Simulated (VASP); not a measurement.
# Mg in VASP: single point with r2SCAN+rVV10

Aim: the single point of Mg with r2SCAN+rVV10.

Program: VASP 6.6.1. These are calculated values, not measurements. Logs are shortened: lines on timing, memory, paths and dates and some standing lists are left out, and cuts for length are marked.

### Step 1. The structure

The cell holds a slab with vacuum, 5 atoms: a = 3.172 Å, b = 3.172 Å, c = 30.317 Å, α = 90.00°, β = 90.00°, γ = 120.00°.

The cell was built by a generator and needn't be a form met in nature.

### Step 2. Single point, r2SCAN+rVV10

Contents of POSCAR:

```
Mg
1.0
    3.1722934733      0.0000000000      0.0000000000
   -1.5861467366      2.7472867361      0.0000000000
    0.0000000000      0.0000000000     30.3169170444
Mg
5
Direct
    0.6666666667      0.3333333333      0.2308941899
    0.3333333333      0.6666666667      0.3180411382
    0.6666666667      0.3333333333      0.4035385967
    0.3333333333      0.6666666667      0.4890574495
    0.6666666667      0.3333333333      0.5756836697
```

Contents of INCAR.step1:

```
PREC = Accurate
ENCUT = 520
ISMEAR = 1
SIGMA = 0.1
LREAL = F
LASPH = T
NELM = 100
LDIPOL = T
IDIPOL = 3
DIPOL = 0.5 0.5 0.403
NBANDS = 13
GGA = PE
ALGO = Normal
EDIFF = 1E-4
LWAVE = T
LCHARG = F
```

Contents of INCAR.step2:

```
PREC = Accurate
ENCUT = 520
EDIFF = 1E-7
ISMEAR = 1
SIGMA = 0.1
LREAL = F
LASPH = T
NELM = 100
ALGO = Normal
ISIF = 2
LWAVE = F
LCHARG = F
LDIPOL = T
IDIPOL = 3
DIPOL = 0.5 0.5 0.403
METAGGA = R2SCAN
LMIXTAU = T
LUSE_VDW = T
IVDW_NL = 2
BPARAM = 11.95
CPARAM = 0.0093
NBANDS = 13
ISTART = 1
```

Contents of KPOINTS:

```
Automatic mesh
0
Gamma
  15 15 1
```

Potentials or basis: VASP PAW PBE potentials, release 64 (Mg).

The run is started by

```console
$ cat potpaw_PBE.64/Mg/POTCAR > POTCAR
$ cp INCAR.step1 INCAR
$ mpirun -np 1 vasp_std > vasp.out
$ cp INCAR.step2 INCAR
$ mpirun -np 1 vasp_std > vasp.out
```

OUTCAR:

```text
PREC = Accurate
   ENCUT = 520
   EDIFF = 1E-7
   ISMEAR = 1
   LREAL = F
   LASPH = T
   NELM = 100
   ISIF = 2
   METAGGA = R2SCAN
   IVDW_NL = 2
   BPARAM = 11.95
   ISTART = 1

 ion  position               nearest neighbor table
   1  0.667  0.333  0.231-   2 3.21   2 3.21   2 3.21
   2  0.333  0.667  0.318-   3 3.17   3 3.17   3 3.17   1 3.21   1 3.21   1 3.21
   3  0.667  0.333  0.404-   2 3.17   2 3.17   2 3.17   4 3.17   4 3.17   4 3.17
   4  0.333  0.667  0.489-   3 3.17   3 3.17   3 3.17   5 3.20   5 3.20   5 3.20
   5  0.667  0.333  0.576-   4 3.20   4 3.20   4 3.20

  LATTYP: Found a hexagonal cell.
 ALAT       =     3.1722934733
 C/A-ratio  =     9.5567819622

  Lattice vectors:

 A1 = (   3.1722934733,   0.0000000000,   0.0000000000)
 A2 = (  -1.5861467366,   2.7472867361,   0.0000000000)
 A3 = (   0.0000000000,   0.0000000000,  30.3169170444)

Analysis of symmetry for initial positions (statically):
=====================================================================
 Subroutine PRICEL returns:
 Original cell was already a primitive cell.

 Routine SETGRP: Setting up the symmetry group for a
 hexagonal supercell.

 Subroutine GETGRP returns: Found  6 space group operations
 (whereof  6 operations were pure point group operations)
 out of a pool of 24 trial point group operations.

The static configuration has the point symmetry C_3v.

Analysis of symmetry for dynamics (positions and initial velocities):
=====================================================================
 Subroutine PRICEL returns:
 Original cell was already a primitive cell.

 Routine SETGRP: Setting up the symmetry group for a
 hexagonal supercell.

 Subroutine GETGRP returns: Found  6 space group operations
 (whereof  6 operations were pure point group operations)
 out of a pool of 24 trial point group operations.

The dynamic configuration has the point symmetry C_3v.

 Subroutine INISYM returns: Found  6 space group operations
 (whereof  6 operations are pure point group operations),
 and found     1 'primitive' translations

----------------------------------------------------------------------------------------

                                     Primitive cell

  volume of cell :     264.2180

  direct lattice vectors                    reciprocal lattice vectors
     3.172293473  0.000000000  0.000000000     0.315229347  0.181997748  0.000000000
    -1.586146737  2.747286736  0.000000000     0.000000000  0.363995497  0.000000000
     0.000000000  0.000000000 30.316917044     0.000000000  0.000000000  0.032984884

  length of vectors
     3.172293473  3.172293473 30.316917044     0.363995497  0.363995497  0.032984884

  position of ions in fractional coordinates (direct lattice)
     0.666666667  0.333333333  0.230894190
     0.333333333  0.666666667  0.318041138
     0.666666667  0.333333333  0.403538597
     0.333333333  0.666666667  0.489057450
     0.666666667  0.333333333  0.575683670

  ion indices of the primitive-cell ions
   primitive index   ion index
                 1           1
                 2           2
                 3           3
                 4           4
                 5           5

----------------------------------------------------------------------------------------

 KPOINTS: Automatic mesh

Automatic generation of k-mesh.
 Grid dimensions read from file:
 generate k-points for:   15   15    1

 Generating k-lattice:

  Cartesian coordinates                     Fractional coordinates (reciprocal lattice)
     0.021015290  0.012133183  0.000000000     0.066666667  0.000000000  0.000000000
     0.000000000  0.024266366  0.000000000     0.000000000  0.066666667  0.000000000
     0.000000000  0.000000000  0.032984884     0.000000000  0.000000000  1.000000000

  Length of vectors
     0.024266366  0.024266366  0.032984884

  Shift w.r.t. Gamma in fractional coordinates (k-lattice)
     0.000000000  0.000000000  0.000000000

 Subroutine IBZKPT returns following result:
 ===========================================

 Found     27 irreducible k-points:

 Following reciprocal coordinates:
            Coordinates               Weight
  0.000000  0.000000  0.000000      1.000000
  0.066667  0.000000  0.000000      6.000000
  0.133333  0.000000  0.000000      6.000000
  0.200000  0.000000  0.000000      6.000000
  0.266667  0.000000  0.000000      6.000000
  0.333333 -0.000000  0.000000      6.000000
[... 16 lines left out ...]
  0.333333  0.200000  0.000000     12.000000
  0.400000  0.200000  0.000000      6.000000
 [... further k-points ...]
   k-points           NKPTS =     27   k-points in BZ     NKDIM =     27   number of bands    NBANDS=     13
   number of dos      NEDOS =    301   number of ions     NIONS =      5
   total plane-waves  NPLWV = 138240
   dimension x,y,z NGX =    24 NGY =   24 NGZ =  240
   dimension x,y,z NGXF=    48 NGYF=   48 NGZF=  480
   ions per type =               5
   NGX,Y,Z   is equivalent  to a cutoff of  12.58, 12.58, 13.16 a.u.
   NGXF,Y,Z  is equivalent  to a cutoff of  25.15, 25.15, 26.32 a.u.
 SYSTEM =  unknown system
   PREC   = accura    normal or accurate (medium, high low for compatibility)
   ISTART =      1    job   : 0-new  1-cont  2-samecut
   ICHARG =      0    charge: 1-file 2-atom 10-const
   ISPIN  =      1    spin polarized calculation?
   LNONCOLLINEAR =      F non collinear calculations
   LSORBIT =      F    spin-orbit coupling
   LASPH  =      T    aspherical Exc in radial PAW
   ENCUT  =  520.0 eV  38.22 Ry    6.18 a.u.   5.90  5.90 56.37*2*pi/ulx,y,z
   NELM   =    100;   NELMIN=  2; NELMDL=  0     # of ELM steps
   EDIFF  = 0.1E-06   stopping-criterion for ELM
   LREAL  =      F    real-space projection
   EDIFFG = 0.1E-05   stopping-criterion for IOM
   NSW    =      0    number of steps for IOM
   IBRION =     -1    ionic relax: 0-MD 1-quasi-New 2-CG
   NFREE  =      0    steps in history (QN), initial steepest desc. (CG)
   ISIF   =      2    stress and relaxation
   ISYM   =      2    0-nonsym 1-usesym 2-fastsym
   POTIM  = 0.5000    time-step for ionic-motion
   TEBEG  =    0.0;   TEEND  =   0.0 temperature during run
   PSTRESS=    0.0 pullay stress
   NELECT =      10.0000    total number of electrons
   NUPDOWN=      -1.0000    fix difference up-down
   EMIN   =  10.00;   EMAX   =-10.00  energy-range for DOS
   EFERMI =   0.00;   METHOD = LEGACY
   ISMEAR =     1;   SIGMA  =   0.10  broadening in eV -4-tet -1-fermi 0-gaus
   EFERMI_NEDOS =   21; number of points for ismear=-14 and -15
   IALGO  =     38    algorithm
   IMIX   =      4    mixing-type and parameters
     AMIX     =   0.40;   BMIX     =  1.00
     AMIX_MAG =   1.60;   BMIX_MAG =  1.00
  volume/ion in A,a.u.               =      52.84       356.61
  Fermi-wavevector in a.u.,A,eV,Ry     =   0.549651  1.038691  4.110547  0.302117
  Thomas-Fermi vector in A             =   1.580875
   LORBIT       =      0    0 simple, 1 ext, 2 COOP (PROOUT), +10 PAW based schemes
   METAGGA = R2SCAN    functional components
   LHFCALC =     F    Hartree Fock is set to
   AEXX    =    0.0000 exact exchange contribution
   IVDW_NL    =     2    kernel type
   BPARAM     =11.9500
   IVDW    =     0    specifies the selected vdW correction
   LEPSILON=     F    determine dielectric tensor
   LRPA    =     F    only Hartree local field effects (RPA)
 non-spin polarized calculation
 Methfessel and Paxton  Order N= 1 SIGMA  =   0.10
  energy-cutoff  :      520.00
  volume of cell :      264.22
 maximum number of plane-waves:      7152
 NGX is ok and might be reduce to    24
   NGX = 11   NGY = 11   NGZ =113

 dipolmoment           0.000000      0.000000     -0.000055 electrons x Angstroem

 number of electron      10.0000000 magnetization

 dipolmoment           0.000000      0.000000      0.000151 electrons x Angstroem

 Free energy of the ion-electron system (eV)
  ---------------------------------------------------
  ext. energy  EPLUGINS =         0.00000000
  ---------------------------------------------------
  free energy    TOTEN  =       -19.37288764 eV

  energy without entropy =      -19.37265863  energy(sigma->0) =      -19.37281130

 E-fermi :  -1.0972     XC(G=0):  -4.4478

 val. band max:       -1.1080351961   @ k =   0.3333   0.0667   0.0000
 cond. band min:      -1.0263535896   @ k =   0.4667   0.0667   0.0000
 fundamental gap:      0.0816816065
 Fermi energy:        -1.0972372744

 k-point     1 :       0.0000    0.0000    0.0000
  band No.  band energies     occupation
      1      -8.2242      2.00000
      2      -7.6276      2.00000
      3      -6.6900      2.00000
      4      -5.4166      2.00000
      5      -3.7594      2.00000
      6      -2.3510      2.00000
      7      -0.2115     -0.00000
      8       1.5098      0.00000
      9       2.5551      0.00000
     10       3.1657      0.00000
     11       3.2600      0.00000
     12       4.5107      0.00000
     13       4.5254      0.00000

 k-point     2 :       0.0667    0.0000    0.0000
  band No.  band energies     occupation
      1      -8.1298      2.00000
      2      -7.5335      2.00000
      3      -6.5966      2.00000
      4      -5.3240      2.00000
      5      -3.6673      2.00000
      6      -2.2617      2.00000
      7      -0.1230     -0.00000
      8       1.5974      0.00000
      9       2.6429      0.00000
     10       3.2528      0.00000
     11       3.3478      0.00000
     12       4.5958      0.00000
     13       4.6114      0.00000

 k-point     3 :       0.1333    0.0000    0.0000
  band No.  band energies     occupation
      1      -7.8469      2.00000
      2      -7.2518      2.00000
      3      -6.3169      2.00000
      4      -5.0468      2.00000
      5      -3.3918      2.00000
      6      -1.9938      2.00000
      7       0.1405     -0.00000
      8       1.8576      0.00000
      9       2.9054      0.00000
     10       3.5125      0.00000
     11       3.6101      0.00000
     12       4.8462      0.00000
     13       4.8659      0.00000
[... 305 lines left out ...]
 k-point    23 :       0.3333    0.2000    0.0000
  band No.  band energies     occupation
      1      -3.7075      2.00000
      2      -3.1378      2.00000
      3      -2.2603      2.00000
      4      -1.1997      2.05506
      5      -1.1122      1.24996
      6      -0.2006     -0.00000
      7       0.4461     -0.00000
      8       0.6849     -0.00000
      9       1.4873      0.00000
     10       1.7410      0.00000
     11       1.9778      0.00000
     12       2.7413      0.00000
     13       3.2607      0.00000

 k-point    24 :       0.4000    0.2000    0.0000
  band No.  band energies     occupation
      1      -2.5621      2.00000
      2      -2.3696      2.00000
      3      -2.0532      2.00000
      4      -1.7880      2.00000
      5      -1.3631      2.00111
      6      -0.5314     -0.00000
      7       0.2192     -0.00000
      8       0.3845     -0.00000
      9       1.1079      0.00000
     10       1.7982      0.00000
     11       2.4044      0.00000
     12       2.7867      0.00000
     13       3.2891      0.00000

 [... further k-points ...]

------------------------ aborting loop because EDIFF is reached ----------------------------------------

 vacuum level on the upper side and lower side of the slab       (xc-potential included)         0.012         0.032

  FORCE on cell =-STRESS in cart. coord.  units (eV):
  Direction    XX          YY          ZZ          XY          YZ          ZX
  --------------------------------------------------------------------------------------
  -------------------------------------------------------------------------------------
  Total       -1.4370044     -1.4370044     -0.1575282     -0.0000000      0.0000000     -0.0000000
  in kB       -8.7137741     -8.7137741     -0.9552269     -0.0000000      0.0000000     -0.0000000
  external PRESSURE =      -6.1275917 kB  Pullay stress =       0.0000000 kB

 VOLUME and BASIS-vectors are now :
 -----------------------------------------------------------------------------
  energy-cutoff  :      520.00
  volume of cell :      264.22
      direct lattice vectors                 reciprocal lattice vectors
     3.172293473  0.000000000  0.000000000     0.315229347  0.181997748  0.000000000
    -1.586146737  2.747286736  0.000000000     0.000000000  0.363995497  0.000000000
     0.000000000  0.000000000 30.316917044     0.000000000  0.000000000  0.032984884

 POSITION                                       TOTAL-FORCE (eV/Angst)
 -----------------------------------------------------------------------------------
      1.58615      0.91576      7.00000         0.000000     -0.000000      0.017523
     -0.00000      1.83152      9.64203        -0.000000      0.000000      0.002253
      1.58615      0.91576     12.23405         0.000000      0.000000      0.002489
     -0.00000      1.83152     14.82671        -0.000000      0.000000     -0.024955
      1.58615      0.91576     17.45295        -0.000000      0.000000      0.002690
 -----------------------------------------------------------------------------------
    total drift:                               -0.000006      0.000003      0.000383

  FREE ENERGIE OF THE ION-ELECTRON SYSTEM (eV)
  ---------------------------------------------------
  free  energy   TOTEN  =       -19.3728876414 eV

  energy  without entropy=      -19.3726586280  energy(sigma->0) =      -19.37281130

 vacuum level on the upper side and lower side of the slab         2.892         2.898
```

It took 15 min on 1 thread of Intel Xeon Platinum 8488C (Sapphire Rapids), shared host; peak memory 0.89 GiB.

What came out:

| Item | Value |
| --- | --- |
| Free energy | -19.3729 eV |
| Largest force | 0.025 eV/Å |
| Band gap on the k mesh | none (metal or under the smearing width) |

Forces in eV/Å, atoms in the order of the input:
```
Mg   0.000  0.000  0.018
Mg   0.000  0.000  0.002
Mg   0.000  0.000  0.002
Mg   0.000  0.000 -0.025
Mg   0.000  0.000  0.003
```

Caveat: the PAW data sets were made with another functional, which shifts forces and pressure a little.
